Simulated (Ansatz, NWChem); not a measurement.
# Exact exchange and the HOMO–LUMO gap of C3H6O (acetone)

C3H6O: 10 atoms, total charge 0, spin state singlet. SMILES: `CC(C)=O`. Geometry: relaxed at PBE0-D4/def2-TZVP.

The HOMO–LUMO gap y, in eV, basis cc-pVDZ; a is the functional's share of exact exchange. Programs: Ansatz 0.2.0, NWChem 7.3.0.

```
functional  program     a  y (eV)
      TPSS   NWChem     0    4.32
      BLYP   Ansatz     0    4.11
     B3LYP   Ansatz   0.2    6.39
   r2SCAN0   Ansatz  0.25    7.30
      PBE0   Ansatz  0.25       ?
     BHLYP   Ansatz   0.5    9.83
```

Task: Fit y = c + s·a to the known rows and predict PBE0.

Result: 
1. Means of the 5 rows: a = 0.1900, y = 6.390.
2. Σ(Δa)² = 0.172, Σ(Δa·Δy) = 1.9475, so the slope is 1.9475/0.172 = 11.323.
3. Intercept: 6.390 − (11.323) × 0.1900 = 4.239. The largest residual of the fit is 0.23.
4. PBE0: 4.239 + (11.323) × 0.25 = 7.07 eV.

The run gave 6.92 eV, so the prediction is off by +0.15 eV, within the scatter of the fit. Exact exchange lowers occupied levels and raises empty ones.
